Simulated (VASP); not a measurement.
# BaS (Fm-3m) in VASP: notebook

The runs below take BaS through single point, relaxation of the atoms, with r2SCAN.

Everything below comes from runs of VASP 6.6.1. Logs are shortened: lines on timing, memory, paths and dates and some standing lists are left out, and cuts for length are marked.

**The experiment to reproduce.**

A printed reference work, monograph, original work of 1988 reports, for a bulk crystal of BaS at 2 K: band gap 3.806 eV (indirect).

How close the calculation comes is told below.

### Step 1. The cell of the first run

Symmetry: Fm-3m, No. 225, cubic system. The conventional cell has a = 6.426 Å, b = 6.426 Å, c = 6.426 Å, α = 90.00°, β = 90.00°, γ = 90.00°. Within 4.2 Å of Ba (site symmetry m-3m) lie 6 S at 3.21 Å. S (site symmetry m-3m) has 6 Ba at 3.21 Å within 4.2 Å.

### Step 2. Single point, r2SCAN

File POSCAR:

```
BaS
1.0
    0.0000000000      3.2128429000      3.2128429000
    3.2128429000      0.0000000000      3.2128429000
    3.2128429000      3.2128429000      0.0000000000
Ba S
1 1
Direct
    0.0000000000      0.0000000000      0.0000000000
    0.5000000000      0.5000000000      0.5000000000
```

File INCAR.step1:

```
  PREC = Accurate
  ENCUT = 520
  ISMEAR = -1
  SIGMA = 0.02
  LREAL = False
  LASPH = True
  NELM = 100
  NBANDS = 15
  GGA = PE
  ALGO = Normal
  EDIFF = 1E-4
  LWAVE = True
  LCHARG = False
```

File INCAR.step2:

```
  PREC = Accurate
  ENCUT = 520
  EDIFF = 1E-6
  ISMEAR = -1
  SIGMA = 0.02
  LREAL = False
  LASPH = True
  NELM = 100
  ALGO = Normal
  ISIF = 2
  LWAVE = False
  LCHARG = False
  METAGGA = R2SCAN
  LMIXTAU = True
  NBANDS = 15
  ISTART = 1
```

File KPOINTS:

```
Automatic mesh
0
Gamma
  8 8 8
```

Potentials or basis: VASP PAW PBE potentials, release 64 (Ba_sv, S).

Launch:

```sh
> cat potpaw_PBE.64/Ba_sv/POTCAR potpaw_PBE.64/S/POTCAR > POTCAR
> cp INCAR.step1 INCAR
> mpirun -np 1 vasp_std > vasp.out
> cp INCAR.step2 INCAR
> mpirun -np 1 vasp_std > vasp.out
```

OUTCAR:

```text
PREC = Accurate
   ENCUT = 520
   EDIFF = 1E-6
   ISMEAR = -1
   LREAL = False
   LASPH = True
   NELM = 100
   ISIF = 2
   METAGGA = R2SCAN
   ISTART = 1

 ion  position               nearest neighbor table
   1  0.000  0.000  0.000-   2 3.21   2 3.21   2 3.21   2 3.21   2 3.21   2 3.21
   2  0.500  0.500  0.500-   1 3.21   1 3.21   1 3.21   1 3.21   1 3.21   1 3.21

  LATTYP: Found a face centered cubic cell.
 ALAT       =     6.4256858000

  Lattice vectors:

 A1 = (   0.0000000000,   3.2128429000,   3.2128429000)
 A2 = (   3.2128429000,   0.0000000000,   3.2128429000)
 A3 = (   3.2128429000,   3.2128429000,   0.0000000000)

Analysis of symmetry for initial positions (statically):
=====================================================================
 Subroutine PRICEL returns:
 Original cell was already a primitive cell.

 Routine SETGRP: Setting up the symmetry group for a
 face centered cubic supercell.

 Subroutine GETGRP returns: Found 48 space group operations
 (whereof 48 operations were pure point group operations)
 out of a pool of 48 trial point group operations.

The static configuration has the point symmetry O_h .

Analysis of symmetry for dynamics (positions and initial velocities):
=====================================================================
 Subroutine PRICEL returns:
 Original cell was already a primitive cell.

 Routine SETGRP: Setting up the symmetry group for a
 face centered cubic supercell.

 Subroutine GETGRP returns: Found 48 space group operations
 (whereof 48 operations were pure point group operations)
 out of a pool of 48 trial point group operations.

The dynamic configuration has the point symmetry O_h .

 Subroutine INISYM returns: Found 48 space group operations
 (whereof 48 operations are pure point group operations),
 and found     1 'primitive' translations

----------------------------------------------------------------------------------------

                                     Primitive cell

  volume of cell :      66.3282

  direct lattice vectors                    reciprocal lattice vectors
     0.000000000  3.212842900  3.212842900    -0.155625412  0.155625412  0.155625412
     3.212842900  0.000000000  3.212842900     0.155625412 -0.155625412  0.155625412
     3.212842900  3.212842900  0.000000000     0.155625412  0.155625412 -0.155625412

  length of vectors
     4.543646003  4.543646003  4.543646003     0.269551121  0.269551121  0.269551121

  position of ions in fractional coordinates (direct lattice)
     0.000000000  0.000000000  0.000000000
[... 90 lines left out ...]
   NUPDOWN=      -1.0000    fix difference up-down
   EMIN   =  10.00;   EMAX   =-10.00  energy-range for DOS
   EFERMI =   0.00;   METHOD = LEGACY
   ISMEAR =    -1;   SIGMA  =   0.02  broadening in eV -4-tet -1-fermi 0-gaus
   EFERMI_NEDOS =   21; number of points for ismear=-14 and -15
   IALGO  =     38    algorithm
   IMIX   =      4    mixing-type and parameters
     AMIX     =   0.40;   BMIX     =  1.00
     AMIX_MAG =   1.60;   BMIX_MAG =  1.00
  volume/ion in A,a.u.               =      33.16       223.80
  Fermi-wavevector in a.u.,A,eV,Ry     =   1.019097  1.925813 14.130437  1.038558
  Thomas-Fermi vector in A             =   2.152591
   LORBIT       =      0    0 simple, 1 ext, 2 COOP (PROOUT), +10 PAW based schemes
   METAGGA = R2SCAN    functional components
   LHFCALC =     F    Hartree Fock is set to
   AEXX    =    0.0000 exact exchange contribution
   IVDW    =     0    specifies the selected vdW correction
   LEPSILON=     F    determine dielectric tensor
   LRPA    =     F    only Hartree local field effects (RPA)
 non-spin polarized calculation
  energy-cutoff  :      520.00
  volume of cell :       66.33
 maximum number of plane-waves:      1812
 NGX is ok and might be reduce to    36
   NGX = 17   NGY = 17   NGZ = 17

 number of electron      16.0000002 magnetization

 Free energy of the ion-electron system (eV)
  ---------------------------------------------------
  ext. energy  EPLUGINS =         0.00000000
  ---------------------------------------------------
  free energy    TOTEN  =       -39.20562910 eV

  energy without entropy =      -39.20562910  energy(sigma->0) =      -39.20562910

 E-fermi :   1.6061     XC(G=0):  -9.0008

 val. band max:        1.1273648328   @ k =   0.0000   0.0000   0.0000
 cond. band min:       3.6200177327   @ k =   0.5000   0.5000   0.0000
 fundamental gap:      2.4926528999
 Fermi energy:         1.6060544284

 k-point     1 :       0.0000    0.0000    0.0000
  band No.  band energies     occupation
      1     -25.7423      2.00000
      2     -10.3775      2.00000
      3     -10.3775      2.00000
      4     -10.3775      2.00000
      5      -9.6427      2.00000
      6       1.1274      2.00000
      7       1.1274      2.00000
      8       1.1274      2.00000
      9       5.2561      0.00000
     10       5.4316      0.00000
     11       5.4316      0.00000
     12       5.4316      0.00000
     13       6.4512      0.00000
     14       6.4512      0.00000
[... 401 lines left out ...]
      2     -11.3104      2.00000
      3     -10.5587      2.00000
      4     -10.4748      2.00000
      5      -8.6887      2.00000
      6      -0.3113      2.00000
      7       0.2882      2.00000
      8       0.3597      2.00000
      9       6.2328      0.00000
     10       6.4141      0.00000
     11       8.2562      0.00000
     12       8.5359      0.00000
     13       9.5572      0.00000
     14      10.3909      0.00000
     15      11.1943      0.00000

 [... further k-points ...]

------------------------ aborting loop because EDIFF is reached ----------------------------------------

  FORCE on cell =-STRESS in cart. coord.  units (eV):
  Direction    XX          YY          ZZ          XY          YZ          ZX
  --------------------------------------------------------------------------------------
  -------------------------------------------------------------------------------------
  Total        0.2240428      0.2240428      0.2240428      0.0000000      0.0000000     -0.0000000
  in kB        5.4118180      5.4118180      5.4118180      0.0000000      0.0000000     -0.0000000
  external PRESSURE =       5.4118180 kB  Pullay stress =       0.0000000 kB

 VOLUME and BASIS-vectors are now :
 -----------------------------------------------------------------------------
  energy-cutoff  :      520.00
  volume of cell :       66.33
      direct lattice vectors                 reciprocal lattice vectors
     0.000000000  3.212842900  3.212842900    -0.155625412  0.155625412  0.155625412
     3.212842900  0.000000000  3.212842900     0.155625412 -0.155625412  0.155625412
     3.212842900  3.212842900  0.000000000     0.155625412  0.155625412 -0.155625412

 POSITION                                       TOTAL-FORCE (eV/Angst)
 -----------------------------------------------------------------------------------
      0.00000      0.00000      0.00000        -0.000000     -0.000000      0.000000
      3.21284      3.21284      3.21284         0.000000      0.000000     -0.000000
 -----------------------------------------------------------------------------------
    total drift:                                0.000000      0.000000      0.000000

  FREE ENERGIE OF THE ION-ELECTRON SYSTEM (eV)
  ---------------------------------------------------
  free  energy   TOTEN  =       -39.2056291023 eV

  energy  without entropy=      -39.2056291023  energy(sigma->0) =      -39.20562910
```

OUTCAR.step1:

```text
PREC = Accurate
   ENCUT = 520
   ISMEAR = -1
   LREAL = False
   LASPH = True
[... 653 lines left out ...]
      0.00000      0.00000      0.00000        -0.000000      0.000000     -0.000000
      3.21284      3.21284      3.21284         0.000000     -0.000000      0.000000
 -----------------------------------------------------------------------------------
    total drift:                                0.000000      0.000000      0.000000

  FREE ENERGIE OF THE ION-ELECTRON SYSTEM (eV)
  ---------------------------------------------------
  free  energy   TOTEN  =       -10.1923311985 eV

  energy  without entropy=      -10.1923311985  energy(sigma->0) =      -10.19233120
```

OSZICAR.step1:

```text
N       E                     dE             d eps       ncg     rms          rms(c)
DAV:   1     0.800842910375E+02    0.80084E+02   -0.66876E+03   870   0.918E+02
DAV:   2    -0.589799528224E+01   -0.85982E+02   -0.76882E+02  1224   0.163E+02
DAV:   3    -0.105920380283E+02   -0.46940E+01   -0.46625E+01  1234   0.408E+01
DAV:   4    -0.106782125431E+02   -0.86175E-01   -0.86162E-01  1097   0.553E+00
DAV:   5    -0.106796640495E+02   -0.14515E-02   -0.14515E-02  1211   0.621E-01    0.470E+00
DAV:   6    -0.101739015294E+02    0.50576E+00   -0.68945E-01  1017   0.498E+00    0.321E+00
DAV:   7    -0.101767134451E+02   -0.28119E-02   -0.18872E-01  1081   0.242E+00    0.210E+00
DAV:   8    -0.101907436117E+02   -0.14030E-01   -0.24759E-02   968   0.113E+00    0.198E-01
DAV:   9    -0.101913630391E+02   -0.61943E-03   -0.33678E-03  1122   0.423E-01    0.159E-01
DAV:  10    -0.101922339739E+02   -0.87093E-03   -0.10024E-03   919   0.210E-01    0.414E-02
DAV:  11    -0.101923311985E+02   -0.97225E-04   -0.12755E-04  1056   0.678E-02
   1 F= -.10192331E+02 E0= -.10192331E+02  d E =-.123495E-11
```

It took 50 s on 1 thread of Intel Xeon 6975P-C (Granite Rapids), shared host; peak memory 0.22 GiB.

Results:

```yaml
Free_energy: -39.2056 eV
Pressure: 0.5 GPa
Band_gap_on_the_k_mesh: 2.49 eV, indirect (least direct gap 2.64 eV)
```

Caveat: the PAW data sets were made with another functional, which shifts forces and pressure a little; spin-orbit coupling is left out, which moves the levels of the heavy elements.

### Step 3. Single point, r2SCAN

This run uses another cell than the first one, of 33.83 Å³/atom, 1.020 times its volume.

File POSCAR:

```
BaS
1.0
    0.0000000000      3.2341206300      3.2341206300
    3.2341206300      0.0000000000      3.2341206300
    3.2341206300      3.2341206300      0.0000000000
Ba S
1 1
Direct
    0.0000000000      0.0000000000      0.0000000000
    0.5000000000      0.5000000000      0.5000000000
```

File INCAR.step1:

```
ALGO = Normal
EDIFF = 1E-4
ENCUT = 520
GGA = PE
ISMEAR = -1
LASPH = True
LCHARG = False
LREAL = False
LWAVE = True
NBANDS = 15
NELM = 100
PREC = Accurate
SIGMA = 0.02
```

File INCAR.step2:

```
ALGO = Normal
EDIFF = 1E-7
ENCUT = 520
ISIF = 2
ISMEAR = -1
ISTART = 1
LASPH = True
LCHARG = False
LMIXTAU = True
LREAL = False
LWAVE = False
METAGGA = R2SCAN
NBANDS = 15
NELM = 100
PREC = Accurate
SIGMA = 0.02
```

File KPOINTS:

```
k-points
0
Gamma
  8 8 8
```

Potentials or basis: VASP PAW PBE potentials, release 64 (Ba_sv, S).

Launch:

```sh
> cat potpaw_PBE.64/Ba_sv/POTCAR potpaw_PBE.64/S/POTCAR > POTCAR
> cp INCAR.step1 INCAR
> mpirun -np 1 vasp_std > vasp.out
> cp INCAR.step2 INCAR
> mpirun -np 1 vasp_std > vasp.out
```

It took 59 s on 1 thread of Intel Xeon 6975P-C (Granite Rapids), shared host; peak memory 0.22 GiB.

The run converged. Its results:

- Free energy: -39.2065 eV
- Pressure: -0.3 GPa
- Band gap on the k mesh: 2.52 eV, indirect (least direct gap 2.68 eV)

Levels at points of the mesh, in eV from the valence-band top:
| k point | band 5 | band 6 | band 7 | band 8 | band 9 | band 10 | band 11 | band 12 |
| --- | --- | --- | --- | --- | --- | --- | --- | --- |
| (0.00, 0.00, 0.00) | -10.74 | 0.00 | 0.00 | 0.00 | 4.03 | 4.30 | 4.30 | 4.30 |
| (0.50, 0.00, 0.00) | -9.57 | -1.84 | -1.01 | -1.01 | 5.90 | 6.02 | 6.71 | 6.71 |
| (0.50, 0.50, 0.00) | -10.65 | -0.57 | -0.15 | -0.15 | 2.52 | 6.42 | 6.49 | 7.84 |

Caveat: the PAW data sets were made with another functional, which shifts forces and pressure a little; spin-orbit coupling is left out, which moves the levels of the heavy elements.

### Step 4. Single point, r2SCAN

This run uses another cell than the first one, of 34.49 Å³/atom, 1.040 times its volume.

File POSCAR:

```
BaS
1.0
    0.0000000000      3.2551220000      3.2551220000
    3.2551220000      0.0000000000      3.2551220000
    3.2551220000      3.2551220000      0.0000000000
Ba S
1 1
Direct
    0.0000000000      0.0000000000      0.0000000000
    0.5000000000      0.5000000000      0.5000000000
```

File INCAR.step1:

```
SYSTEM = BaS
PREC = Accurate ; ENCUT = 520
ISMEAR = -1 ; SIGMA = 0.02
LREAL = .FALSE. ; LASPH = .TRUE.
NELM = 100 ; NBANDS = 15
GGA = PE ; ALGO = Normal
EDIFF = 1E-4 ; LWAVE = .TRUE.
LCHARG = .FALSE.
```

File INCAR.step2:

```
SYSTEM = BaS
PREC = Accurate ; ENCUT = 520
EDIFF = 1E-6 ; ISMEAR = -1
SIGMA = 0.02 ; LREAL = .FALSE.
LASPH = .TRUE. ; NELM = 100
ALGO = Normal ; ISIF = 2
LWAVE = .FALSE. ; LCHARG = .FALSE.
METAGGA = R2SCAN ; LMIXTAU = .TRUE.
NBANDS = 15 ; ISTART = 1
```

File KPOINTS:

```
Automatic mesh
0
G
  8 8 8
  0 0 0
```

Launch:

```sh
> cat potpaw_PBE.64/Ba_sv/POTCAR potpaw_PBE.64/S/POTCAR > POTCAR
> cp INCAR.step1 INCAR
> mpirun -np 1 vasp_std > vasp.out
> cp INCAR.step2 INCAR
> mpirun -np 1 vasp_std > vasp.out
```

Wall time 51 s (1 thread of Intel Xeon 6975P-C (Granite Rapids), shared host); peak memory 0.23 GiB.

Results (log left out):

- Free energy: -39.2005 eV
- Pressure: -1.1 GPa
- Band gap on the k mesh: 2.55 eV, indirect (least direct gap 2.71 eV)

Levels at points of the mesh, in eV from the valence-band top:
| k point | band 4 | band 5 | band 6 | band 7 | band 8 | band 9 | band 10 | band 11 | band 12 | band 13 |
| --- | --- | --- | --- | --- | --- | --- | --- | --- | --- | --- |
| (0.00, 0.00, 0.00) | -11.64 | -10.71 | 0.00 | 0.00 | 0.00 | 3.93 | 4.29 | 4.29 | 4.29 | 5.27 |
| (0.50, 0.00, 0.00) | -11.67 | -9.63 | -1.80 | -0.98 | -0.98 | 5.83 | 5.95 | 6.63 | 6.63 | 9.17 |
| (0.50, 0.50, 0.00) | -11.80 | -10.62 | -0.58 | -0.16 | -0.16 | 2.55 | 6.37 | 6.37 | 7.74 | 7.74 |

Caveat: the PAW data sets were made with another functional, which shifts forces and pressure a little; spin-orbit coupling is left out, which moves the levels of the heavy elements.

### Step 5. Single point, r2SCAN

This run uses another cell than the first one, of 35.15 Å³/atom, 1.060 times its volume.

File POSCAR:

```
BaS
1.0
    0.0000000000      3.2758558200      3.2758558200
    3.2758558200      0.0000000000      3.2758558200
    3.2758558200      3.2758558200      0.0000000000
Ba S
1 1
Direct
    0.0000000000      0.0000000000      0.0000000000
    0.5000000000      0.5000000000      0.5000000000
```

File INCAR.step1:

```
SYSTEM = BaS
PREC = Accurate
ENCUT = 520
ISMEAR = -1
SIGMA = 0.02
LREAL = .False.
LASPH = .True.
NELM = 60
NBANDS = 15
GGA = PE
ALGO = Normal
EDIFF = 1E-4
LWAVE = .True.
LCHARG = .False.
```

File INCAR.step2:

```
SYSTEM = BaS
PREC = Accurate
ENCUT = 520
EDIFF = 1E-6
ISMEAR = -1
SIGMA = 0.02
LREAL = .False.
LASPH = .True.
NELM = 60
ALGO = Normal
ISIF = 2
LWAVE = .False.
LCHARG = .True.
METAGGA = R2SCAN
LMIXTAU = .True.
LELF = .True.
LVHAR = .True.
NBANDS = 15
ISTART = 1
```

File KPOINTS:

```
Automatic mesh
0
Gamma
  8 8 8
  0 0 0
```

Launch:

```sh
> cat potpaw_PBE.64/Ba_sv/POTCAR potpaw_PBE.64/S/POTCAR > POTCAR
> cp INCAR.step1 INCAR
> mpirun -np 1 vasp_std > vasp.out
> cp INCAR.step2 INCAR
> mpirun -np 1 vasp_std > vasp.out
```

Wall time 54 s (1 thread of Intel Xeon 6975P-C (Granite Rapids), shared host); peak memory 0.23 GiB.

It converged, with:

```yaml
Free_energy: -39.1882 eV
Pressure: -1.8 GPa
Band_gap_on_the_k_mesh: 2.58 eV, indirect (least direct gap 2.75 eV)
```

Levels at points of the mesh, in eV from the valence-band top:
```
           k point  band 5  band 6  band 7  band 8  band 9  band 10  band 11  band 12
(0.00, 0.00, 0.00)  -10.68    0.00    0.00    0.00    3.84     4.28     4.28     4.28
(0.50, 0.00, 0.00)   -9.68   -1.76   -0.94   -0.94    5.77     5.89     6.55     6.55
(0.50, 0.50, 0.00)  -10.59   -0.60   -0.17   -0.17    2.58     6.26     6.32     7.63
```

Caveat: the PAW data sets were made with another functional, which shifts forces and pressure a little; spin-orbit coupling is left out, which moves the levels of the heavy elements.

(Continued in part 2 of 2.)
